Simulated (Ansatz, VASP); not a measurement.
# One calculation of Ge, two programs

```
CELL_PARAMETERS angstrom
0.00000 2.82891 2.82891
2.82891 0.00000 2.82891
2.82891 2.82891 0.00000
ATOMIC_POSITIONS crystal
Ge 0.75000 0.75000 0.75000
Ge 0.50000 0.50000 0.50000
```

Alike in both runs: task single point; functional PBE; k mesh 3 × 3 × 3; occupations fermi-dirac, width 0.03 eV; no spin polarisation.

|  | VASP | Ansatz |
| --- | --- | --- |
| version | VASP 6.6.1 | Ansatz 0.2.0 |
| potentials or method | VASP PAW PBE potentials, release 64 (Ge_d), cutoff 520 eV | all-electron LAPW, scalar-relativistic |

|  | VASP | Ansatz | Ansatz less VASP |
| --- | --- | --- | --- |
| gap on the k mesh at the Fermi level (eV) | 0.05 | 0.05 | +0.001 |
| least direct gap on the mesh (eV) | 0.05 | 0.05 | +0.001 |
| pressure (GPa) | 5.6 | 5.6 | +0.06 |

Ansatz ran all-electron here, so the differences hold the error of VASP's frozen core and of both bases.

Caveats: the k mesh is coarse (spacing up to 0.64 Å⁻¹), so the values aren't converged; an odd mesh through Γ misses points on the zone boundary, where band edges often lie (VASP).
